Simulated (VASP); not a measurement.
A run of VASP 6.6.1 is set up as follows.

Contents of POSCAR:

```
Sb
1.0
   -1.8713408863      1.8713408863      1.8713408863
    1.8713408863     -1.8713408863      1.8713408863
    1.8713408863      1.8713408863     -1.8713408863
Sb
1
Direct
    0.0000000000      0.0000000000      0.0000000000
```

File INCAR.step1:

```
PREC = Accurate
ENCUT = 600
EDIFF = 1E-8
ISMEAR = 0
SIGMA = 0.05
LREAL = False
LASPH = True
NELM = 60
ALGO = Normal
ISIF = 3
LWAVE = False
LCHARG = False
METAGGA = R2SCAN
LMIXTAU = True
IBRION = 2
NSW = 40
EDIFFG = -0.002
```

INCAR.step2

```
PREC = Accurate
ENCUT = 600
EDIFF = 1E-8
ISMEAR = 0
SIGMA = 0.05
LREAL = False
LASPH = True
NELM = 60
ALGO = Normal
ISIF = 3
LWAVE = False
LCHARG = False
METAGGA = R2SCAN
LMIXTAU = True
IBRION = 6
NFREE = 2
POTIM = 0.015
NSW = 1
```

File KPOINTS:

```
regular mesh
0
Gamma
  7 7 7
```

Potentials or basis: VASP PAW PBE potentials, release 64 (Sb).

Command:

```bash
$ cat potpaw_PBE.64/Sb/POTCAR > POTCAR
$ cp INCAR.step1 INCAR
$ mpirun -np 1 vasp_std > vasp.out
$ cp CONTCAR POSCAR
$ cp INCAR.step2 INCAR
$ mpirun -np 1 vasp_std > vasp.out
```

Problem. What does it give for the elastic constants C11, C12, C44?

Solution. 16, 70, 67 GPa.

Problem. What does it give for the Voigt bulk modulus?

Solution. 52 GPa.

Problem. Estimate the relaxed cell.

Solution. a = 3.259 Å, b = 3.259 Å, c = 3.259 Å, α = 109.47°, β = 109.47°, γ = 109.47°.

Problem. What does it give for the relaxed volume?

Solution. 26.65 Å³/atom.

Problem. Predict the space group after relaxing (to 0.05 Å).

Solution. Im-3m (No. 229).

Clamped-ion elastic tensor (GPa):
```
16 70 70  0  0  0
70 16 70  0  0  0
70 70 16  0  0  0
 0  0  0 67  0  0
 0  0  0  0 67  0
 0  0  0  0  0 67
```

Caveat: the elastic tensor has a negative eigenvalue, so either the cell is unstable as it stands or the mesh is too thin; the PAW data sets were made with another functional, which shifts forces and pressure a little. The run has no spin-orbit coupling, so splittings on Sb are missing.
